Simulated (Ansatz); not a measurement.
# BeS: relaxation and properties

One table from this session's results is given with a row withheld; the runs are named, their logs left out.

The COD entry's cell or inner coordinates are ideal or old and differ from later refinements, so a difference from it is no clean test against experiment.

Program: Ansatz 0.2.0. Level of theory: DFT r2SCAN, scalar-relativistic, plane waves, PAW. These are calculated values, not measurements.

### The structure to begin with

It takes space group F-43m (No. 216, cubic). The conventional cell has a = 4.850 Å, b = 4.850 Å, c = 4.850 Å, α = 90.00°, β = 90.00°, γ = 90.00°. Be (site symmetry -43m) has 4 S at 2.10 Å as nearest neighbours. S (site symmetry -43m) is surrounded by 4 Be at 2.10 Å.

As a file:

```cif
data_structure
_symmetry_space_group_name_H-M 'P 1'
_symmetry_Int_Tables_number 1
_cell_length_a 3.4295
_cell_length_b 3.4295
_cell_length_c 3.4295
_cell_angle_alpha 60.000
_cell_angle_beta 60.000
_cell_angle_gamma 60.000
_cell_volume 28.52
loop_
_atom_site_label
_atom_site_type_symbol
_atom_site_fract_x
_atom_site_fract_y
_atom_site_fract_z
_atom_site_occupancy
Be1 Be 0.00000 0.00000 0.00000 1
S1 S 0.25000 0.25000 0.25000 1
```

Source of the structure: the Crystallography Open Database.

The first run:

(A quick probe on a coarse mesh, which set the mesh and smearing, is not shown.)

File input.yaml:

```yaml
crystal:
  lattice:
    - [0.0, 2.425, 2.425]
    - [2.425, 0.0, 2.425]
    - [2.425, 2.425, 0.0]
  atoms:
    - { symbol: Be, position: [0.0, 0.0, 0.0] }
    - { symbol: S, position: [0.25, 0.25, 0.25] }
basis:
  ecutwfc: 500
kpoints:
  mp_grid: { grid: [8, 8, 8] }
hamiltonian:
  xc: r2scan
scf:
  occupations: { method: gaussian, width: 0.02 }
output:
  forces: true
  stress: true
  eigenvalues: true
  write_density: true
  write_potential: true
  elf: true
  volumetric_format: npy
relax:
  adjacent_minimum: "off"
  f_tol: 0.005
  max_steps: 80
  cell: { stress_tol: 0.05 }
```

Command:

```
$ ansatz run input.yaml --threads 1 --pin off --max-ram 2560MiB --backend cpu --events-out ev --progress --plain --runs-dir out
```

Steps of the session up to this table: Relaxing cell and atoms; Bands, states and charges; Band edges anywhere in the zone; Levels beside the edges; Volume × 0.97; Point at V/V0 = 1.03; Volume × 0.94; The cell scaled to 1.06 of its volume.

One of the session's tables, all rows but one given; the rest of the session is left out.

It belongs to the step «Energy against volume». 

| volume (Å³/atom) | energy above the lowest point (meV/atom) | pressure (GPa) | gap on the mesh (eV) |
| --- | --- | --- | --- |
| 13.559 | 17.5 | 6.78 | 3.44 |
| 13.992 | 4.2 | 3.15 | 3.52 |
| 14.424 | 0.0 | 0.01 | 3.59 |
| 14.857 | ? | ? | ? |
| 15.290 | 14.4 | -5.08 | 3.71 |

Estimate the missing values for volume (Å³/atom) = 14.857.

Worked estimate for «energy above the lowest point (meV/atom)». A straight line through the neighbours (14.424, 0.0) and (15.290, 14.4) gives 0.0 + (14.4 − 0.0) × (14.857 − 14.424) / (15.290 − 14.424) = 7.2; a parabola fitted to 3 rows on both sides gives 3.4.

As computed: energy above the lowest point (meV/atom): 3.7; pressure (GPa): -2.72; gap on the mesh (eV): 3.65. In «energy above the lowest point (meV/atom)» the line misses by +3.5 and the parabola by -0.3.
